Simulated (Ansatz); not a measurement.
Crystal: Ga.

```
CELL_PARAMETERS angstrom
-1.38440 1.38440 2.31122
1.38440 -1.38440 2.31122
1.38440 1.38440 -2.31122
ATOMIC_POSITIONS crystal
Ga 0.00000 0.00000 0.00000
```

This isn't the form of Ga at room conditions, which is orthorhombic.

| Quantity | Value |
| --- | --- |
| Program | Ansatz 0.2.0 |
| Task | relaxation of cell and atoms |
| Functional | RPBE |
| Dispersion | D3(BJ) |
| Potentials or basis | Ansatz PAW |
| Cutoff | 420 eV (not typed: the program's choice for these potentials) |
| k mesh | 13 × 13 × 13 |
| Occupations | fermi-dirac, width 0.05 eV |
| Spin | no spin polarisation |

At the start: volume 17.72 Å³/atom.

Question: How do energy, volume and symmetry change on relaxing?

Answer: It ends after 7 steps and the volume is 14.59 Å³/atom (-17.7 %); space group I4/mmm (No. 139, to 0.05 Å).

The path:
```csv
step,energy change (eV),largest force (eV/Å),volume (Å³)
1,0.0000,0.0000,17.72
2,-0.1442,0.0000,15.72
3,-0.1747,0.0000,14.43
4,-0.1761,0.0000,14.59
5,-0.1761,0.0000,14.59
6,-0.1761,0.0000,14.59
7,-0.1747,0.0000,14.59
```

Final structure:
```xyz
1
Lattice="-1.3162 1.3162 2.1057 1.3162 -1.3162 2.1057 1.3162 1.3162 -2.1057" Properties=species:S:1:pos:R:3 pbc="T T T"
Ga    0.0000    0.0000    0.0000
```

Caveat: the volume moved by over 15 % at a fixed basis, so the end points are rough; the plane-wave basis is chosen anew once the cell has moved, so the energies of steps on either side of that aren't comparable; pairwise dispersion overbinds metals, which lowers pressure and volume; the PAW data sets come from PBE, with cores solved anew for the run's functional, which leaves a small shift of forces and pressure.
